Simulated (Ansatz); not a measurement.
# Nickel, fcc: revPBE0 at the revPBE geometry

How do the levels change when part of the exchange is made exact, and what does it cost? Spin polarisation is left out, though the real metal is magnetic, so these are not its levels. The geometry was relaxed under revPBE beforehand and is kept. Exact exchange is dear, so the k-mesh is coarse, and revPBE is run on the same mesh for comparison.

Computed with Ansatz 0.2.0 (DFT, plane waves (420 eV) with PBE-made PAW files, scalar-relativistic; functionals as named at each step, unless a step says otherwise).

**1. The structure to begin with**

The structure is cubic, space group Fm-3m (No. 225). The conventional cell has a = 3.538 Å, b = 3.538 Å, c = 3.538 Å, α = 90.00°, β = 90.00°, γ = 90.00°. Ni (site symmetry m-3m) is surrounded by 12 Ni at 2.50 Å.

As a file:

```cif
data_structure
_symmetry_space_group_name_H-M 'Fm-3m'
_symmetry_Int_Tables_number 225
_cell_length_a 3.5384
_cell_length_b 3.5384
_cell_length_c 3.5384
_cell_angle_alpha 90.000
_cell_angle_beta 90.000
_cell_angle_gamma 90.000
_cell_volume 44.30
loop_
_atom_site_label
_atom_site_type_symbol
_atom_site_symmetry_multiplicity
_atom_site_Wyckoff_symbol
_atom_site_fract_x
_atom_site_fract_y
_atom_site_fract_z
_atom_site_occupancy
Ni1 Ni 4 a 0.00000 0.00000 0.00000 1
```

**2. revPBE on the coarse mesh**

The run with revPBE.

input.yaml

```yaml
crystal:
  lattice:
    - [0.0, 1.7692174699, 1.7692174699]
    - [1.7692174699, 0.0, 1.7692174699]
    - [1.7692174699, 1.7692174699, 0.0]
  atoms:
    - { symbol: Ni, position: [0.0, 0.0, 0.0] }
hamiltonian:
  xc: revpbe
  pseudopotentials:
    kind: paw
    azcp:
      Ni: "pseudopotentials/Ni.paw.azcp"
basis:
  ecutwfc: 420
  fft_grid_basis: typed
kpoints:
  mp_grid: { grid: [8, 8, 8], shift: [0, 0, 0] }
magnetization:
  spin_polarized: false
scf:
  occupations: { method: fermi_dirac, width: 0.1 }
```

Log:

```text
Warning: RAYON_NUM_THREADS=4 ignored (pool sized by the plan → 4); use --threads N
Engine: ansatz 0.2.0, aarch64-unknown-linux-gnu
Pseudopotentials: kind: paw
Pseudopotential: Ni, paw, valence charge 18, recommended cutoff 420 eV (normal), <dir>
Functional definition: revPBE
  parameter kappa = 1.245
  parameter beta = 0.06672455060314922
  exchange = pbe_x(kappa = kappa, mu = beta*pi^2/3)
  correlation = pbe_c(beta = beta)
Crystal: 1 atoms, lattice volume = 11.076 Å³
Basis set: ecut = 420 eV, 181 PW (Γ)
Bands: 13, of which v1, the nominal top of the filled ones, is band 9 counted from 1 (8 counted from 0)
Symmetry: 48 space group operations
Space group: Fm-3m (ITA 225), of the structure as read, at distance tolerance 2.2e-5 Å
k-points: 29 of 512
Non-local potential: Ni, projectors of the file, l = 0: 3, l = 1: 2, l = 2: 3, l = 3: 1
PAW form: soft (Blöchl's): semilocal exchange-correlation on the pseudo side does not see the compensation charge
PAW frozen core: Ni, regenerated for the run's functional, and the local potential with it (the file was generated under x = pbe(κ = 0.804, μ = 0.2195149727645171), c = pbe(β = 0.06672455060314922))
PAW one-centre angular grid: Ni, 590 points (default); XC on 64 Gauss nodes
Initial density: superposition of atomic densities (neutral atoms: chi_scale 0, normalization atom), corrected by the library's trained network
Initial wavefunctions: pseudopotential atomic-orbital guess
Functional: x = revpbe(κ = 1.245, μ = 0.2195149727645171), c = pbe(β = 0.06672455060314922)
SCF iter   1: F=—  HF=-5843.265060 eV  |F-HF|=—  |Δ(HF+E_count)|=         —  Δρ=4.36e-3  dr2=7.84e-4  ethr=1.77e-3  ⟨swp⟩=5.2  Hψ=1969  notcnv=0
preconditioner: auto → none  [metal: Δε(μ)=0.026 eV  Ē_g=14.228 eV  σ=0.100 eV  W_gap=0.06  n_scr=0 (ndim 8)  ℏωp=35.3 eV  f_vac=0.000  D(μ)=3.35/eV (n_scr^D=64)]
SCF iter   2: F=—  HF=-5843.264982 eV  |F-HF|=—  |Δ(HF+E_count)|=   7.85e-5  Δρ=1.07e-3  dr2=8.28e-5  ethr=4.36e-6  ⟨swp⟩=2.3  Hψ=855  notcnv=0
SCF iter   3: F=—  HF=-5843.264995 eV  |F-HF|=—  |Δ(HF+E_count)|=   1.37e-5  Δρ=4.99e-4  dr2=1.48e-5  ethr=4.60e-7  ⟨swp⟩=1.0  Hψ=377  notcnv=0
SCF iter   4: F=—  HF=-5843.265005 eV  |F-HF|=—  |Δ(HF+E_count)|=   9.20e-6  Δρ=7.26e-5  dr2=3.15e-7  ethr=8.20e-8  ⟨swp⟩=2.5  Hψ=525  notcnv=0
iter 5 did not close the SCF: its close was put off for the readings that it lacked (scf_convergence_deferred on its scf_iter line)
SCF iter   5: F=-5843.265005 eV  HF=-5843.265005 eV  |F-HF|=3.91e-11  |Δ(HF+E_count)|=   3.53e-8  Δρ=1.49e-6  dr2=6.14e-11  ethr=1.75e-9  ⟨swp⟩=1.9  Hψ=542  notcnv=0
SCF iter   6: F=-5843.265005 eV  HF=-5843.265005 eV  |F-HF|=3.55e-11  |Δ(HF+E_count)|=  2.02e-10  Δρ=7.55e-7  dr2=3.10e-11  ethr=1.00e-12  ⟨swp⟩=1.2  Hψ=1125  notcnv=0
SCF 1 converged in 6 iterations: F = -5843.265005 eV  dr2 = 3.10e-11
SCF converged after 6 iterations
Free energy (F): -5843.265005 eV
Harris-Foulkes:  -5843.265005 eV  (|F-HF|=3.55e-11)
Internal energy: -5843.162160 eV  (E = F + TS)
E sigma→0 (E₀):  -5843.213582 eV
Entropy (-TS):   -0.102844 eV (-102.844 meV/atom)
Fermi energy:    17.683516 eV
--- Per-component energies (eV) ---
  E_band       = -289.223403
  E_kinetic    = 281.667451
  E_local      = -3467.180435  (includes V_loc(G=0)·N_el)
  E_nonlocal   = 635.799876
  E_hartree    = 1447.424244
  E_xc         = -84.601426
  E_vxc        = -108.991327  (∫ρ·V_xc dr)
  E_paw        = -1633.632555  (= ΣΔE_a)
  E_vpaw       = -525.367553  (= ΣTr[D̂ρ^β])
  E_aug_tail   = 0.000498  (compensation charges beyond the density's cutoff)
  E_ewald      = -3022.608331
  E_core_change = -0.031482  (= ΣΔE_core)
  E_smearing   = -0.102844  (= −TS)
  E_closure    = -0.000000  (closes the sum)
  Σ components = -5843.265005   (vs F -5843.265005, Δ=0.00e0)
```

It took 0.48 s on 4 threads of an Arm CPU, shared host; peak memory 0.26 GiB.

**3. revPBE0 on the coarse mesh**

The run with revPBE0.

input.yaml, as its differences from that of step 2:

```diff
@@ -8,3 +8,3 @@
 hamiltonian:
-  xc: revpbe
+  xc: revpbe0
   pseudopotentials:
```

Log:

```text
Warning: RAYON_NUM_THREADS=4 ignored (pool sized by the plan → 4); use --threads N
[... 3 set-up lines as earlier in the session ...]
Functional definition: revPBE0
  parameter a = 0.25
[... 2 set-up lines as earlier in the session ...]
  exchange = (1 - a)*pbe_x(kappa = kappa, mu = beta*pi^2/3) + a*exact_x
[... 1 set-up line as earlier in the session ...]
Crystal: 1 atoms, lattice volume = 11.076 Å³
Basis set: ecut = 420 eV, 181 PW (Γ)
Bands: 13, of which v1, the nominal top of the filled ones, is band 9 counted from 1 (8 counted from 0)
[... 2 set-up lines as earlier in the session ...]
k-points: 29 of 512
[... 6 set-up lines as earlier in the session ...]
Functional: x = revpbe(κ = 1.245, μ = 0.2195149727645171), c = pbe(β = 0.06672455060314922), warm-up for x = 0.75 revpbe(κ = 1.245, μ = 0.2195149727645171) + 0.25 exact, c = pbe(β = 0.06672455060314922)
SCF iter   1: F=—  HF=-5843.265253 eV  |F-HF|=—  |Δ(HF+E_count)|=         —  Δρ=2.36e-3  dr2=1.73e-4  ethr=1.77e-3  ⟨swp⟩=6.6  Hψ=1676  notcnv=0
preconditioner: auto → none  [metal: Δε(μ)=0.026 eV  Ē_g=14.226 eV  σ=0.100 eV  W_gap=0.06  n_scr=0 (ndim 8)  ℏωp=35.3 eV  f_vac=0.000  D(μ)=3.35/eV (n_scr^D=64)]
SCF iter   2: F=—  HF=-5843.265349 eV  |F-HF|=—  |Δ(HF+E_count)|=   9.62e-5  Δρ=8.37e-4  dr2=3.05e-5  ethr=9.62e-7  ⟨swp⟩=3.8  Hψ=924  notcnv=0  defer=1
SCF iter   3: F=—  HF=-5843.265376 eV  |F-HF|=—  |Δ(HF+E_count)|=   2.67e-5  Δρ=2.92e-4  dr2=4.00e-6  ethr=1.69e-7  ⟨swp⟩=2.2  Hψ=659  notcnv=0
iter 4 solved again at ethr=8.47e-10 eV; its pass at ethr=2.22e-8 eV (dr2=1.52e-7 eV) is discarded
SCF iter   4: F=—  HF=-5843.265380 eV  |F-HF|=—  |Δ(HF+E_count)|=   4.53e-6  Δρ=6.44e-5  dr2=1.29e-7  ethr=8.47e-10  ⟨swp⟩=3.0  Hψ=1531  notcnv=0
eigensolver tolerance schedule: the retry pair's looser diagonalisation over-reported the residual by 0.18 of it (diagonalisation noise at 0.19 of the residual, at the tolerance the schedule requests for it); recorded, not acted on — ethr = c·dr2/N_el stays at c = 1.0e-1
SCF iter   5: F=—  HF=-5843.265381 eV  |F-HF|=—  |Δ(HF+E_count)|=   5.84e-8  Δρ=1.34e-5  dr2=6.51e-9  ethr=7.15e-10  ⟨swp⟩=3.0  Hψ=747  notcnv=0
SCF iter   6: F=-5843.265381 eV  HF=-5843.265381 eV  |F-HF|=2.91e-11  |Δ(HF+E_count)|=   1.79e-9  Δρ=9.44e-7  dr2=3.91e-11  ethr=3.62e-11  ⟨swp⟩=3.8  Hψ=955  notcnv=0
SCF 1 converged in 6 iterations: F = -5843.265381 eV  dr2 = 3.91e-11
Initial density: handed on by an earlier stage of this run
Initial wavefunctions: those handed on with the density
Functional: x = 0.75 revpbe(κ = 1.245, μ = 0.2195149727645171) + 0.25 exact, c = pbe(β = 0.06672455060314922)
Frozen-core exchange: fock
iter 1 solved again at ethr=1.39e-3 eV; its pass at ethr=1.00e-1 eV (dr2=2.49e-1 eV) is discarded
SCF iter   1: F=—  HF=-5839.992113 eV  |F-HF|=—  |Δ(HF+E_count)|=         —  Δρ=6.26e-2  dr2=3.03e-1  ethr=1.39e-3  ⟨swp⟩=2.0  Hψ=1509  notcnv=0
preconditioner: auto → none  [metal: Δε(μ)=0.070 eV  Ē_g=17.137 eV  σ=0.100 eV  W_gap=0.17  n_scr=0 (ndim 8)  ℏωp=35.3 eV  f_vac=0.000  D(μ)=1.56/eV (n_scr^D=26)]
SCF iter   2: F=—  HF=-5840.005036 eV  |F-HF|=—  |Δ(HF+E_count)|=   1.29e-2  Δρ=6.28e-2  dr2=2.26e-1  ethr=1.39e-3  ⟨swp⟩=3.1  Hψ=992  notcnv=0
SCF iter   3: F=—  HF=-5839.945577 eV  |F-HF|=—  |Δ(HF+E_count)|=   5.95e-2  Δρ=1.25e-2  dr2=2.50e-2  ethr=1.24e-3  ⟨swp⟩=3.0  Hψ=876  notcnv=0
SCF iter   4: F=—  HF=-5839.943374 eV  |F-HF|=—  |Δ(HF+E_count)|=   2.20e-3  Δρ=6.43e-4  dr2=1.02e-2  ethr=6.45e-5  ⟨swp⟩=2.1  Hψ=674  notcnv=0
SCF iter   5: F=—  HF=-5839.943403 eV  |F-HF|=—  |Δ(HF+E_count)|=   2.95e-5  Δρ=1.90e-4  dr2=1.29e-6  ethr=1.24e-7  ⟨swp⟩=4.0  Hψ=1184  notcnv=0
SCF iter   6: F=—  HF=-5839.943401 eV  |F-HF|=—  |Δ(HF+E_count)|=   2.12e-6  Δρ=2.52e-5  dr2=3.51e-8  ethr=7.18e-9  ⟨swp⟩=3.0  Hψ=944  notcnv=0
SCF iter   7: F=—  HF=-5839.943401 eV  |F-HF|=—  |Δ(HF+E_count)|=   6.82e-8  Δρ=1.73e-5  dr2=1.81e-8  ethr=1.95e-10  ⟨swp⟩=3.1  Hψ=850  notcnv=0
SCF iter   8: F=-5839.943401 eV  HF=-5839.943401 eV  |F-HF|=7.80e-9  |Δ(HF+E_count)|=   7.88e-8  Δρ=3.83e-6  dr2=8.71e-10  ethr=1.01e-10  ⟨swp⟩=3.0  Hψ=942  notcnv=0
SCF 2 converged in 8 iterations: F = -5839.943401 eV  dr2 = 8.71e-10
hybrid outer 1: dexx = +3.943e-2 eV, tail = 5.89e-2 eV
Frozen-core exchange: fock
SCF iter   1: F=—  HF=-5839.997926 eV  |F-HF|=—  |Δ(HF+E_count)|=         —  Δρ=1.27e-2  dr2=1.65e-2  ethr=1.64e-3  ⟨swp⟩=2.0  Hψ=754  notcnv=0
preconditioner: auto → none  [metal: Δε(μ)=0.167 eV  Ē_g=16.702 eV  σ=0.100 eV  W_gap=0.38  n_scr=0 (ndim 8)  ℏωp=35.3 eV  f_vac=0.000  D(μ)=1.10/eV (n_scr^D=14)]
iter 2 solved again at ethr=1.06e-7 eV; its pass at ethr=6.16e-5 eV (dr2=1.91e-5 eV) is discarded
SCF iter   2: F=—  HF=-5839.995743 eV  |F-HF|=—  |Δ(HF+E_count)|=   2.18e-3  Δρ=7.10e-4  dr2=4.11e-3  ethr=1.06e-7  ⟨swp⟩=4.1  Hψ=1793  notcnv=0
eigensolver tolerance schedule: the retry pair's looser diagonalisation over-reported the residual by 1.11 of it (diagonalisation noise at 1.12 of the residual, at the tolerance the schedule requests for it); recorded, not acted on — ethr = c·dr2/N_el stays at c = 1.0e-1
SCF iter   3: F=—  HF=-5839.995739 eV  |F-HF|=—  |Δ(HF+E_count)|=   4.55e-6  Δρ=2.35e-4  dr2=3.07e-6  ethr=5.02e-8  ⟨swp⟩=3.0  Hψ=748  notcnv=0
SCF iter   4: F=-5839.995737 eV  HF=-5839.995738 eV  |F-HF|=8.12e-8  |Δ(HF+E_count)|=   1.18e-6  Δρ=3.70e-5  dr2=8.85e-8  ethr=1.71e-8  ⟨swp⟩=3.0  Hψ=817  notcnv=0
SCF 3 converged in 4 iterations: F = -5839.995737 eV  dr2 = 8.85e-8
hybrid outer 2: dexx = +6.699e-3 eV, tail = 1.09e-2 eV, Δε = 4.82e-1 eV (about 3.84e-1 eV left of the loop's levels)
Frozen-core exchange: fock
SCF iter   1: F=—  HF=-5840.005600 eV  |F-HF|=—  |Δ(HF+E_count)|=         —  Δρ=3.25e-3  dr2=1.42e-3  ethr=3.03e-4  ⟨swp⟩=2.0  Hψ=754  notcnv=0
preconditioner: auto → none  [insulator: Δε(μ)=0.302 eV  Ē_g=16.674 eV  σ=0.100 eV  W_gap=0.56  n_scr=0 (ndim 8)  ℏωp=35.3 eV  f_vac=0.000  D(μ)=0.86/eV (n_scr^D=14)]
iter 2 solved again at ethr=1.11e-9 eV; its pass at ethr=3.89e-6 eV (dr2=2.00e-7 eV) is discarded
SCF iter   2: F=—  HF=-5840.005454 eV  |F-HF|=—  |Δ(HF+E_count)|=   1.45e-4  Δρ=6.69e-5  dr2=6.26e-4  ethr=1.11e-9  ⟨swp⟩=5.0  Hψ=2079  notcnv=0
SCF iter   3: F=-5840.007372 eV  HF=-5840.007423 eV  |F-HF|=5.13e-5  |Δ(HF+E_count)|=   1.97e-3  Δρ=1.01e-3  dr2=1.73e-4  ethr=1.11e-9  ⟨swp⟩=5.0  Hψ=1355  notcnv=0
SCF 4 stopped early in 3 iterations: F = -5840.007372 eV  dr2 = 1.73e-4
hybrid outer 3: dexx = +2.591e-3 eV, tail = 5.05e-3 eV, Δε = 1.79e-1 eV (about 4.31e-2 eV left of the loop's levels)
Frozen-core exchange: fock
SCF iter   1: F=—  HF=-5840.007506 eV  |F-HF|=—  |Δ(HF+E_count)|=         —  Δρ=4.09e-4  dr2=4.00e-5  ethr=1.06e-5  ⟨swp⟩=2.1  Hψ=756  notcnv=0
preconditioner: auto → none  [insulator: Δε(μ)=0.328 eV  Ē_g=16.666 eV  σ=0.100 eV  W_gap=0.56  n_scr=0 (ndim 8)  ℏωp=35.3 eV  f_vac=0.000  D(μ)=0.76/eV (n_scr^D=8)]
iter 2 solved again at ethr=2.29e-10 eV; its pass at ethr=6.02e-8 eV (dr2=4.13e-8 eV) is discarded
SCF iter   2: F=—  HF=-5840.007505 eV  |F-HF|=—  |Δ(HF+E_count)|=   1.55e-6  Δρ=2.47e-5  dr2=2.72e-5  ethr=2.29e-10  ⟨swp⟩=4.1  Hψ=1816  notcnv=0
SCF iter   3: F=—  HF=-5840.007704 eV  |F-HF|=—  |Δ(HF+E_count)|=   1.99e-4  Δρ=1.91e-4  dr2=1.31e-5  ethr=2.29e-10  ⟨swp⟩=4.1  Hψ=1197  notcnv=0
SCF iter   4: F=—  HF=-5840.007704 eV  |F-HF|=—  |Δ(HF+E_count)|=   5.28e-7  Δρ=2.28e-5  dr2=9.95e-6  ethr=2.29e-10  ⟨swp⟩=4.1  Hψ=1086  notcnv=0
SCF iter   5: F=—  HF=-5840.007727 eV  |F-HF|=—  |Δ(HF+E_count)|=   2.36e-5  Δρ=1.20e-4  dr2=6.34e-6  ethr=2.25e-10  ⟨swp⟩=3.3  Hψ=804  notcnv=0  defer=1
SCF iter   6: F=—  HF=-5840.007727 eV  |F-HF|=—  |Δ(HF+E_count)|=   1.94e-7  Δρ=1.76e-6  dr2=5.26e-6  ethr=2.25e-10  ⟨swp⟩=4.0  Hψ=1040  notcnv=0
Mixer restart at iter 6: flushing history
SCF iter   7: F=—  HF=-5840.007739 eV  |F-HF|=—  |Δ(HF+E_count)|=   1.20e-5  Δρ=8.61e-5  dr2=3.47e-6  ethr=1.00e-12  ⟨swp⟩=5.1  Hψ=1334  notcnv=0
SCF iter   8: F=—  HF=-5840.007746 eV  |F-HF|=—  |Δ(HF+E_count)|=   6.94e-6  Δρ=1.14e-4  dr2=2.25e-6  ethr=1.04e-12 (applied; sched 1.00e-12)  ⟨swp⟩=5.1  Hψ=1377  notcnv=0
SCF iter   9: F=—  HF=-5840.007749 eV  |F-HF|=—  |Δ(HF+E_count)|=   2.80e-6  Δρ=1.45e-4  dr2=2.59e-6  ethr=1.02e-12 (applied; sched 1.00e-12)  ⟨swp⟩=5.2  Hψ=1370  notcnv=0
SCF iter  10: F=—  HF=-5840.007750 eV  |F-HF|=—  |Δ(HF+E_count)|=   9.92e-7  Δρ=4.27e-5  dr2=9.93e-7  ethr=1.02e-12 (applied; sched 1.00e-12)  ⟨swp⟩=5.0  Hψ=1355  notcnv=0
SCF iter  11: F=—  HF=-5840.007752 eV  |F-HF|=—  |Δ(HF+E_count)|=   2.67e-6  Δρ=2.75e-5  dr2=3.84e-7  ethr=1.00e-12  ⟨swp⟩=5.0  Hψ=1343  notcnv=0
SCF iter  12: F=-5840.007754 eV  HF=-5840.007754 eV  |F-HF|=4.55e-11  |Δ(HF+E_count)|=   1.64e-6  Δρ=1.68e-6  dr2=6.90e-10  ethr=1.04e-12 (applied; sched 1.00e-12)  ⟨swp⟩=5.0  Hψ=1350  notcnv=0
SCF 5 converged in 12 iterations: F = -5840.007754 eV  dr2 = 6.90e-10
hybrid outer 4: dexx = +3.404e-4 eV, tail = 9.84e-6 eV, Δε = 8.70e-2 eV (about 2.31e-2 eV left of the loop's levels)
Frozen-core exchange: fock
SCF iter   1: F=—  HF=-5840.007749 eV  |F-HF|=—  |Δ(HF+E_count)|=         —  Δρ=6.21e-6  dr2=2.96e-8  ethr=8.70e-9  ⟨swp⟩=2.7  Hψ=775  notcnv=0
preconditioner: auto → none  [insulator: Δε(μ)=0.309 eV  Ē_g=16.664 eV  σ=0.100 eV  W_gap=0.52  n_scr=0 (ndim 8)  ℏωp=35.3 eV  f_vac=0.000  D(μ)=0.72/eV (n_scr^D=8)]
SCF iter   2: F=-5840.007749 eV  HF=-5840.007749 eV  |F-HF|=7.18e-9  |Δ(HF+E_count)|=   7.56e-8  Δρ=1.33e-5  dr2=2.31e-8  ethr=5.64e-12  ⟨swp⟩=4.6  Hψ=1188  notcnv=0
SCF 6 converged in 2 iterations: F = -5840.007749 eV  dr2 = 2.31e-8
hybrid outer 5: dexx = +1.187e-7 eV, tail = 7.35e-8 eV, Δε = 1.06e-3 eV (about 8.94e-4 eV left of the loop's levels)
hybrid SCF converged: 5 outer / 29 inner (+6 warm-up), last move |dexx| = 1.19e-7 eV, tail = 7.35e-8 eV
Stability not checked: this state was not tested for a lower state beside it, because the functional holds exact exchange (a hybrid, or Hartree-Fock), whose exchange loop this test does not read (fock_operator; see scf.lower_state_search)
Free energy (F): -5840.007749 eV
Frozen-core exchange: fock
Harris-Foulkes:  -5840.007749 eV  (|F-HF|=7.18e-9)
Internal energy: -5839.983025 eV  (E = F + TS)
E sigma→0 (E₀):  -5839.995387 eV
Entropy (-TS):   -0.024724 eV (-24.724 meV/atom)
Fermi energy:    16.868440 eV
--- Per-component energies (eV) ---
  E_band       = -346.799533
  E_kinetic    = 285.067534
  E_local      = -3489.126989  (includes V_loc(G=0)·N_el)
  E_nonlocal   = 645.012694
  E_hartree    = 1465.240275
  E_xc         = -65.144667
  E_vxc        = -83.790268  (∫ρ·V_xc dr)
  E_exx        = -102.693489  (= α·E_x^exact, valence–valence)
  E_paw        = -1555.481922  (= ΣΔE_a)
  E_vpaw       = -429.062704  (= ΣTr[D̂ρ^β])
  E_aug_tail   = 0.000505  (compensation charges beyond the density's cutoff)
  E_ewald      = -3022.608331
  E_core_change = -0.248634  (= ΣΔE_core)
  E_smearing   = -0.024724  (= −TS)
  E_closure    = -0.000000  (closes the sum)
  Σ components = -5840.007749   (vs F -5840.007749, Δ=9.09e-13)
--- Band table (eV; the first three rows and the last of 29) ---
  k-point 0: bands = ["-91.7901", "-50.3807", "-50.3807", "-50.3807", "7.2108", "14.2045", "14.2045", "14.2045", "15.0361", "15.0361", "42.3295"]
  k-point 1: bands = ["-91.7849", "-50.4185", "-50.3879", "-50.3879", "7.8879", "14.0537", "14.3332", "14.3332", "15.0199", "15.0199", "39.8579"]
  k-point 2: bands = ["-91.7718", "-50.5090", "-50.4050", "-50.4050", "9.6723", "13.9685", "14.2760", "14.2760", "15.4588", "15.4588", "33.5946"]
  k-point 28: bands = ["-91.7408", "-50.5579", "-50.5579", "-50.4888", "12.2966", "13.5006", "13.5006", "14.9989", "17.4072", "26.6856", "26.6856"]
  guard bands above this table: 2 of the run's 13 bands. The solve was not asked for them (output.publish_guard_bands: true or output.eigenvalues: true publishes all)
```

It took 7 s on 4 threads of an Arm CPU, shared host; peak memory 0.72 GiB.

**4. Side by side**

```csv
functional,gap on the mesh,Fermi energy (eV),SCF cycles,exchange loops,CPU time
revPBE,none (levels filled in part),17.684,6,-,0.81 s
revPBE0,none (levels filled in part),16.868,35,5,21 s
```

**5. Outcome**

| quantity | value |
| --- | --- |
| revPBE: gap | none (levels filled in part) |
| revPBE0: gap | none (levels filled in part) |
| revPBE0: SCF cycles, exchange loops | 35, 5 |
| revPBE0: CPU time over that of revPBE | 26 |

What this shows: Neither revPBE nor revPBE0 shows a clean gap on this mesh. The hybrid took 26 times as much CPU time as revPBE on the same settings. The exchange operator of revPBE0 was renewed in 5 outer loops. Absolute energies differ from functional to functional, by eV per atom at times, and say nothing by themselves.
